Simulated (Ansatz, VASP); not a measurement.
# BN in VASP and in Ansatz

```xyz
2
Lattice="0.0000 1.8667 1.8667 1.8667 0.0000 1.8667 1.8667 1.8667 0.0000" Properties=species:S:1:pos:R:3 pbc="T T T"
B     0.0000    0.0000    0.0000
N     2.8001    2.8001    2.8001
```

Alike in both runs: task single point; functional PBE; k mesh 12 × 12 × 12; occupations gaussian, width 0.02 eV; no spin polarisation.

|  | VASP | Ansatz |
| --- | --- | --- |
| version | VASP 6.6.1 | Ansatz 0.2.0 |
| potentials or method | VASP PAW PBE potentials, release 64 (B, N) | scalar-relativistic, plane waves, PAW |
| plane-wave cutoff (eV) | 520 | 420 |
| valence electrons in the cell | 8 | 8 |

VASP gave:

| Quantity | Value |
| --- | --- |
| gap on the k mesh at the Fermi level (eV) | 4.35 |
| least direct gap on the mesh (eV) | 8.36 |
| pressure (GPa) | -28.0 |

**Question.** Estimate Ansatz's values.

**Answer.** gap on the k mesh at the Fermi level (eV): 4.36; least direct gap on the mesh (eV): 8.37; pressure (GPa): -27.9.

With one functional, cell and mesh, what is left measures potentials, basis and numerics.

Caveats: so large a pressure means that the cell lies far from this level's equilibrium, or that cutoff or potentials fall short (VASP). A k mesh can miss the band edges.
